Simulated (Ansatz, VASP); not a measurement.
# HfO2 in VASP and in Ansatz

File INCAR:

```
PREC = Accurate
ENCUT = 600
EDIFF = 1E-7
ISMEAR = 0
SIGMA = 0.02
LREAL = F
LASPH = T
NELM = 100
ALGO = Normal
ISIF = 3
LWAVE = F
LCHARG = F
GGA = PE
IBRION = 2
NSW = 70
EDIFFG = -0.02
```

File KPOINTS:

```
Automatic mesh
0
Gamma
  8 8 8
```

Contents of POSCAR:

```
HfO2
1.0
    0.0000000000      2.5575000000      2.5575000000
    2.5575000000      0.0000000000      2.5575000000
    2.5575000000      2.5575000000      0.0000000000
Hf O
1 2
Direct
    0.0000000000      0.0000000000      0.0000000000
    0.2500000000      0.2500000000      0.2500000000
    0.7500000000      0.7500000000      0.7500000000
```

Input for Ansatz:

```yaml
crystal:
  lattice:
    - [0.0, 2.5575, 2.5575]
    - [2.5575, 0.0, 2.5575]
    - [2.5575, 2.5575, 0.0]
  atoms:
    - { symbol: Hf, position: [0.0, 0.0, 0.0] }
    - { symbol: O, position: [0.25, 0.25, 0.25] }
    - { symbol: O, position: [0.75, 0.75, 0.75] }
basis:
  ecutwfc: 420
kpoints:
  mp_grid: { grid: [8, 8, 8] }
hamiltonian:
  xc: pbe
scf:
  occupations: { method: gaussian, width: 0.02 }
output:
  forces: true
  stress: true
  eigenvalues: true
relax:
  adjacent_minimum: "off"
  f_tol: 0.02
  max_steps: 50
  cell: { stress_tol: 0.1 }
```

Measurements of this composition are mostly on another form, of space group No. 14.

Alike in both runs: task relaxation of cell and atoms; functional PBE; k mesh 8 × 8 × 8; occupations gaussian, width 0.02 eV; no spin polarisation.

```csv
,VASP,Ansatz
version,VASP 6.6.1,Ansatz 0.2.0
potentials or method,"VASP PAW PBE potentials, release 64 (Hf_pv, O)","scalar-relativistic, plane waves, PAW"
plane-wave cutoff (eV),600,420
valence electrons in the cell,22,38
```

|  | VASP | Ansatz | Ansatz less VASP |
| --- | --- | --- | --- |
| gap on the k mesh at the Fermi level, each at its own relaxed structure (eV) | 3.80 | 3.75 | -0.057 |
| relaxed volume (Å³/atom) | 10.87 | 11.04 | +0.177 |
| relaxed cell length with the largest relative difference (Å) | 3.586 | 3.605 | +0.0193 |
| energy change over the relaxation (meV/atom) | -6 | -1 | +4.8 |

The two sets of potentials don't hold the same shells in valence.

Caveats: spin-orbit coupling is left out, which moves the levels of the heavy elements. A k mesh can miss the band edges. A hybrid or GW would open this gap; PBE tends to underestimate it.
